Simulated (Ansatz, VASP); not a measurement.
One calculation of PtSe2 (db), two programs

```
CELL_PARAMETERS angstrom
3.72400 0.00000 0.00000
-1.86200 3.22508 0.00000
0.00000 0.00000 5.06200
ATOMIC_POSITIONS crystal
Pt 0.00000 0.00000 0.00000
Se 0.33333 0.66667 0.25971
Se 0.66667 0.33333 0.74029
```

Alike in both runs: functional PBE; dispersion D3(BJ); k mesh 15 × 15 × 8; occupations gaussian, width 0.1 eV; no spin polarisation.

Ansatz relaxed the structure, and its values are those at the end. VASP's run is a single point on that final structure, the one shown.

|  | VASP | Ansatz |
| --- | --- | --- |
| version | VASP 6.6.1 | Ansatz 0.2.0 |
| potentials or method | VASP PAW PBE potentials, release 64 (Pt, Se) | scalar-relativistic, plane waves, PAW |
| plane-wave cutoff (eV) | 520 | 420 |
| valence electrons in the cell | 22 | 50 |

```tsv
	VASP	Ansatz	Ansatz less VASP
gap on the k mesh at the Fermi level (eV)	none	none	-
pressure (GPa)	0.4	0.4	+0.01
```

A gap of «none» marks a metal or a gap that the smearing closes. The functional is the same, so the differences come from potentials, cutoffs and numerics. The two sets of potentials don't hold the same shells in valence. Ansatz warned: «stress_scf_threshold_loose».

Caveats: pairwise dispersion overbinds metals, which lowers pressure and volume. Spin-orbit coupling is left out, which matters for the levels of Pt.
